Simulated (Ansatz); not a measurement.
A 5-atom cell of BaTiO₃ started from a crystallographic database: a relaxation of cell and atoms in Ansatz 0.2.0 (PBEsol). It starts from the PBE minimum.

```yaml
crystal:
  lattice:
    - [2.8631888323, 1.6530628431, 2.3565005969]
    - [-2.8631888323, 1.6530628431, 2.3565005969]
    - [0.0, -3.3061256862, 2.3565005968]
  atoms:
    - { symbol: Ba, position: [-0.0054008432, -0.0054008432, -0.0054008432] }
    - { symbol: Ti, position: [0.4803547412, 0.4803547412, 0.4803547412] }
    - { symbol: O, position: [0.5112004389, 0.5112004389, 0.0218452243] }
    - { symbol: O, position: [0.0218452243, 0.5112004389, 0.5112004389] }
    - { symbol: O, position: [0.5112004389, 0.0218452243, 0.5112004389] }
kpoints:
  mp_grid: { grid: [6, 6, 6] }
hamiltonian:
  xc: pbesol
scf:
  occupations: { method: fermi_dirac, width: 0.02 }
relax:
  f_tol: 0.005
  cell: {}
output:
  write_density: true
  write_potential: true
  elf: true
  volumetric_format: npy
```

The trajectory has 13 recorded frames, each with positions in Å and forces in eV/Å. The last, and any step after a large change of cell, is solved on a basis re-selected at its cell; pressure is positive in compression.

Step 1: energy 0.0 meV/atom from step 1, largest force component 0.078 eV/Å, pressure -5.83 GPa
```xyz
5
Lattice="2.8632 1.6531 2.3565 -2.8632 1.6531 2.3565 0.0000 -3.3061 2.3565" Properties=species:S:1:pos:R:3:forces:R:3 pbc="T T T"
Ba    0.0000    0.0000   -0.0382    0.0000    0.0000   -0.0273
Ti    0.0000    0.0000    3.3959    0.0000    0.0000   -0.0780
O     0.0000    1.6179    2.4608    0.0000   -0.0683    0.0351
O    -1.4011   -0.8089    2.4608    0.0591    0.0341    0.0351
O     1.4011   -0.8089    2.4608   -0.0591    0.0341    0.0351
```

Step 2: energy -11.3 meV/atom from step 1, largest force component 0.502 eV/Å, pressure +1.51 GPa
```xyz
5
Lattice="2.8130 1.6241 2.3199 -2.8130 1.6241 2.3199 0.0000 -3.2482 2.3199" Properties=species:S:1:pos:R:3:forces:R:3 pbc="T T T"
Ba    0.0000    0.0000   -0.0283    0.0000    0.0000   -0.0506
Ti    0.0000    0.0000    3.3387    0.0000    0.0000    0.5024
O     0.0000    1.6097    2.4209    0.0000   -0.0233   -0.1506
O    -1.3940   -0.8048    2.4209    0.0202    0.0116   -0.1506
O     1.3940   -0.8048    2.4209   -0.0202    0.0116   -0.1506
```

Step 3: energy -12.2 meV/atom from step 1, largest force component 0.213 eV/Å, pressure +0.31 GPa
```xyz
5
Lattice="2.8249 1.6310 2.3199 -2.8249 1.6310 2.3199 0.0000 -3.2620 2.3199" Properties=species:S:1:pos:R:3:forces:R:3 pbc="T T T"
Ba    0.0000    0.0000   -0.0504    0.0000    0.0000    0.1407
Ti    0.0000    0.0000    3.3567    0.0000    0.0000    0.2127
O     0.0000    1.6033    2.4223    0.0000    0.1138   -0.1178
O    -1.3885   -0.8017    2.4223   -0.0985   -0.0569   -0.1178
O     1.3885   -0.8017    2.4223    0.0985   -0.0569   -0.1178
```

Step 4: energy -12.7 meV/atom from step 1, largest force component 0.240 eV/Å, pressure -0.01 GPa
```xyz
5
Lattice="2.8257 1.6314 2.3202 -2.8257 1.6314 2.3202 0.0000 -3.2629 2.3202" Properties=species:S:1:pos:R:3:forces:R:3 pbc="T T T"
Ba    0.0000    0.0000   -0.0359    0.0000    0.0000    0.0374
Ti    0.0000    0.0000    3.3548    0.0000    0.0000    0.2405
O     0.0000    1.6052    2.4185    0.0000    0.0762   -0.0926
O    -1.3902   -0.8026    2.4185   -0.0660   -0.0381   -0.0926
O     1.3902   -0.8026    2.4185    0.0660   -0.0381   -0.0926
```

Step 5 (rejected): energy -9.6 meV/atom from step 1, largest force component 0.078 eV/Å, pressure -0.33 GPa
```xyz
5
Lattice="2.8011 1.6172 2.3109 -2.8011 1.6172 2.3109 0.0000 -3.2344 2.3109" Properties=species:S:1:pos:R:3:forces:R:3 pbc="T T T"
Ba    0.0000    0.0000    0.0189    0.0000    0.0000    0.0175
Ti    0.0000    0.0000    3.4786    0.0000    0.0000   -0.0776
O     0.0000    1.6152    2.3449    0.0000   -0.0235    0.0200
O    -1.3988   -0.8076    2.3449    0.0203    0.0117    0.0200
O     1.3988   -0.8076    2.3449   -0.0203    0.0117    0.0200
```

Step 6: energy -13.5 meV/atom from step 1, largest force component 0.191 eV/Å, pressure -0.07 GPa
```xyz
5
Lattice="2.8124 1.6237 2.3045 -2.8124 1.6237 2.3045 0.0000 -3.2475 2.3045" Properties=species:S:1:pos:R:3:forces:R:3 pbc="T T T"
Ba    0.0000    0.0000   -0.0063    0.0000    0.0000    0.0260
Ti    0.0000    0.0000    3.4005    0.0000    0.0000   -0.1909
O     0.0000    1.6091    2.3695    0.0000   -0.0465    0.0550
O    -1.3935   -0.8045    2.3695    0.0403    0.0232    0.0550
O     1.3935   -0.8045    2.3695   -0.0403    0.0232    0.0550
```

Step 7: energy -14.3 meV/atom from step 1, largest force component 0.008 eV/Å, pressure 0.00 GPa
```xyz
5
Lattice="2.8194 1.6278 2.3105 -2.8194 1.6278 2.3105 0.0000 -3.2556 2.3105" Properties=species:S:1:pos:R:3:forces:R:3 pbc="T T T"
Ba    0.0000    0.0000   -0.0181    0.0000    0.0000    0.0014
Ti    0.0000    0.0000    3.3694    0.0000    0.0000    0.0077
O     0.0000    1.6066    2.3931    0.0000    0.0006   -0.0030
O    -1.3913   -0.8033    2.3931   -0.0006   -0.0003   -0.0030
O     1.3913   -0.8033    2.3931    0.0006   -0.0003   -0.0030
```

Step 8: energy -14.4 meV/atom from step 1, largest force component 0.000 eV/Å, pressure 0.00 GPa
```xyz
5
Lattice="2.8191 1.6276 2.3105 -2.8191 1.6276 2.3105 0.0000 -3.2552 2.3105" Properties=species:S:1:pos:R:3:forces:R:3 pbc="T T T"
Ba    0.0000    0.0000   -0.0175    0.0000    0.0000    0.0001
Ti    0.0000    0.0000    3.3704    0.0000    0.0000    0.0001
O     0.0000    1.6065    2.3925    0.0000   -0.0001   -0.0001
O    -1.3913   -0.8032    2.3925    0.0001    0.0000   -0.0001
O     1.3913   -0.8032    2.3925   -0.0001    0.0000   -0.0001
```

Step 9: energy -12.5 meV/atom from step 1, largest force component 0.000 eV/Å, pressure -0.27 GPa
```xyz
5
Lattice="2.8191 1.6276 2.3105 -2.8191 1.6276 2.3105 0.0000 -3.2552 2.3105" Properties=species:S:1:pos:R:3:forces:R:3 pbc="T T T"
Ba    0.0000    0.0000   -0.0175    0.0000    0.0000    0.0000
Ti    0.0000    0.0000    3.3704    0.0000    0.0000    0.0002
O     0.0000    1.6065    2.3925    0.0000    0.0000   -0.0001
O    -1.3913   -0.8032    2.3925    0.0000    0.0000   -0.0001
O     1.3913   -0.8032    2.3925    0.0000    0.0000   -0.0001
```

Step 10: energy -12.6 meV/atom from step 1, largest force component 0.005 eV/Å, pressure -0.08 GPa
```xyz
5
Lattice="2.8177 1.6268 2.3089 -2.8177 1.6268 2.3089 0.0000 -3.2536 2.3089" Properties=species:S:1:pos:R:3:forces:R:3 pbc="T T T"
Ba    0.0000    0.0000   -0.0169    0.0000    0.0000    0.0031
Ti    0.0000    0.0000    3.3703    0.0000    0.0000   -0.0053
O     0.0000    1.6063    2.3898    0.0000   -0.0019    0.0007
O    -1.3911   -0.8032    2.3898    0.0016    0.0009    0.0007
O     1.3911   -0.8032    2.3898   -0.0016    0.0009    0.0007
```

Step 11 (rejected): energy -12.6 meV/atom from step 1, largest force component 0.020 eV/Å, pressure +0.07 GPa
```xyz
5
Lattice="2.8170 1.6264 2.3084 -2.8170 1.6264 2.3084 0.0000 -3.2528 2.3084" Properties=species:S:1:pos:R:3:forces:R:3 pbc="T T T"
Ba    0.0000    0.0000   -0.0145    0.0000    0.0000   -0.0167
Ti    0.0000    0.0000    3.3682    0.0000    0.0000    0.0199
O     0.0000    1.6058    2.3891    0.0000    0.0038   -0.0011
O    -1.3907   -0.8029    2.3891   -0.0033   -0.0019   -0.0011
O     1.3907   -0.8029    2.3891    0.0033   -0.0019   -0.0011
```

Step 12: energy -12.6 meV/atom from step 1, largest force component 0.000 eV/Å, pressure 0.00 GPa
```xyz
5
Lattice="2.8173 1.6266 2.3084 -2.8173 1.6266 2.3084 0.0000 -3.2532 2.3084" Properties=species:S:1:pos:R:3:forces:R:3 pbc="T T T"
Ba    0.0000    0.0000   -0.0164    0.0000    0.0000    0.0001
Ti    0.0000    0.0000    3.3697    0.0000    0.0000    0.0000
O     0.0000    1.6061    2.3892    0.0000    0.0003    0.0000
O    -1.3910   -0.8031    2.3892   -0.0002   -0.0001    0.0000
O     1.3910   -0.8031    2.3892    0.0002   -0.0001    0.0000
```

Step 13: energy -12.5 meV/atom from step 1, largest force component 0.000 eV/Å, pressure -0.01 GPa
```xyz
5
Lattice="2.8173 1.6266 2.3084 -2.8173 1.6266 2.3084 0.0000 -3.2532 2.3084" Properties=species:S:1:pos:R:3:forces:R:3 pbc="T T T"
Ba    0.0000    0.0000   -0.0164    0.0000    0.0000    0.0001
Ti    0.0000    0.0000    3.3697    0.0000    0.0000    0.0000
O     0.0000    1.6061    2.3892    0.0000    0.0003    0.0000
O    -1.3910   -0.8031    2.3892   -0.0002   -0.0001    0.0000
O     1.3910   -0.8031    2.3892    0.0002   -0.0001    0.0000
```

In 11 steps the volume changed by -5.2 %; between the first SCF and the last, each on a basis chosen for its cell, the energy fell by 12.5 meV an atom. Final cell: space group R3m (No. 160), trigonal; a = 5.635 Å, c = 6.925 Å in the conventional setting, 12.69 Å³ an atom. Ba has 12 O at 2.76–2.89 Å; Ti has 6 O at 1.88–2.12 Å; O has 2 Ti at 1.88–2.12 Å and 4 Ba at 2.76–2.89 Å.

Command: `ansatz run input.yaml --threads 4 --pin off --max-ram 7372MiB --backend cpu --events-out ev --progress --plain --runs-dir out`. Wall time 19 s on 4 threads of Arm Neoverse V2, on a shared host, load about 0.2 per core; peak host memory 0.45 GiB.

No spin polarisation and no zero-point or thermal motion.
